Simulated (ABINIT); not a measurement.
InP: equation of state with PBE

**The experiment to reproduce.**

A printed reference work, data compilation reports, for a bulk crystal of InP: bulk modulus 71 GPa.

InP:

```xyz
2
Lattice="0.0000 2.9305 2.9305 2.9305 0.0000 2.9305 2.9305 2.9305 0.0000" Properties=species:S:1:pos:R:3 pbc="T T T"
In    0.0000    0.0000    0.0000
P     4.3957    4.3957    4.3957
```

```
Program                                         : ABINIT 10.8.3 (patched build)
Task                                            : equation of state
Functional                                      : PBE
Potentials or basis                             : JTH PAW PBE v2.0
Cutoff                                          : 599 eV
k mesh                                          : 8 × 8 × 8
Occupations                                     : fermi-dirac, width 0.05 eV
Spin                                            : no spin polarisation
Fine-grid cutoff                                : 1197.3 eV
Exchange and correlation inside the PAW spheres : full angular mesh (pawxcdev 0, this build's default; the released program takes 1)
```

The equilibrium volume is 26.46 Å³/atom. The bulk modulus is 60 GPa and the pressure derivative of the bulk modulus is 4.5.

Energy against volume, from the lowest point:
```tsv
volume (Å³/atom)	energy (meV/atom)
23.657	68.34
24.160	44.20
24.663	25.86
25.167	12.78
25.670	4.42
26.173	0.31
26.677	0.00
```

Run time: 2.3 min on 1 thread of Arm Neoverse V1, with other jobs on the host, peak memory 0.16 GiB.

Against the measured bulk modulus of InP, 71 GPa (a printed reference work, data compilation), the calculated 60 GPa is off by -15.2 %. The fit is for a static lattice scaled at fixed shape and fixed fractional positions.

Caveat: pressures at fixed basis lie under the slope of the energies. PBE usually gives volumes a little too large and moduli too small.
